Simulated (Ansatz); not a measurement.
# ZnF2 (P4_2/mnm) under strain

A 6-atom cell of ZnF2 started from a crystallographic database, relaxed with r2SCAN in Ansatz 0.2.0. It is tetragonal, P4_2/mnm (No. 136); conventional cell a = 4.703 Å, c = 3.127 Å, 11.53 Å³ an atom. Zn has 6 F at 2.02–2.04 Å; F has 3 Zn at 2.02–2.04 Å.

The axes x, y and z are those of this cell:
```
Zn F
1.0
     4.70336    0.00000    0.00000
     0.00000    4.70336    0.00000
     0.00000    0.00000    3.12679
Zn F
2 4
Direct
  0.00000 0.00000 0.00000
  0.50000 0.50000 0.50000
  0.30319 0.30319 0.00000
  0.19681 0.80319 0.50000
  0.69681 0.69681 0.00000
  0.80319 0.19681 0.50000
```

Unstrained: PBE gives a direct gap of 3.584 eV at Γ. r2SCAN gives a direct gap of 4.278 eV at Γ. The HSE06 gap is indirect, 6.157 eV (R to Γ), below the direct gap of 6.172 eV at Γ. Least and direct gap differ so little that the kind isn't settled. Meshes: PBE 6×6×8, r2SCAN 6×6×8, HSE06 4×4×6. Strains are changes of length per length. After each strain the atoms were relaxed again with r2SCAN within the symmetry that the strain leaves, so tilts or polar shifts that break it weren't tested; points keep the names that they have in the unstrained zone. The values are computed, spin-unpolarised, and not measurements.

Changes of the least gap in eV (an overlap counts as a negative gap):
```json
{"strain": "uniaxial +4.86 % along z", "volume change (%)": "+4.9", "space group": "P4_2/mnm", "PBE": "-0.147", "r2SCAN": "-0.146", "HSE06": "-0.241", "energy rise, r2SCAN (meV/atom)": "16.0"}
{"strain": "isotropic -5.75 % on every length", "volume change (%)": "-16.3", "space group": "P4_2/mnm", "PBE": "+0.267", "r2SCAN": "+0.267", "HSE06": "+0.375", "energy rise, r2SCAN (meV/atom)": "159.2"}
{"strain": "isotropic +5.75 % on every length", "volume change (%)": "+18.3", "space group": "P4_2/mnm", "PBE": "-0.277", "r2SCAN": "-0.269", "HSE06": "-0.503", "energy rise, r2SCAN (meV/atom)": "102.7"}
```

Uniaxial +4.86 % along z, other directions held. HSE06: the gap goes from 6.157 to 5.916 eV (-0.241 eV). Stress change with r2SCAN, compression positive: xx -4.22, yy -4.22, zz -8.71 GPa.

Isotropic -5.75 % on every length. HSE06: the gap goes from 6.157 to 6.532 eV (+0.375 eV); it turns from indirect (R → Γ) to direct (Γ); least and direct gap lie within 0.04 eV, so its kind isn't settled. Stress change with r2SCAN, compression positive: xx +30.89, yy +30.89, zz +34.62 GPa.

Isotropic +5.75 % on every length. PBE: the gap goes from 3.584 to 3.307 eV (-0.277 eV); it turns from direct (Γ) to indirect (R → Γ). r2SCAN: the gap goes from 4.278 to 4.009 eV (-0.269 eV); it turns from direct (Γ) to indirect (R → Γ). HSE06: the gap goes from 6.157 to 5.654 eV (-0.503 eV). Stress change with r2SCAN, compression positive: xx -11.46, yy -11.46, zz -16.50 GPa. For HSE06, dE_g/d ln V = -3.0 eV over this step.

The meshes of the hybrids are coarse, so their gaps aren't converged to the digits shown.
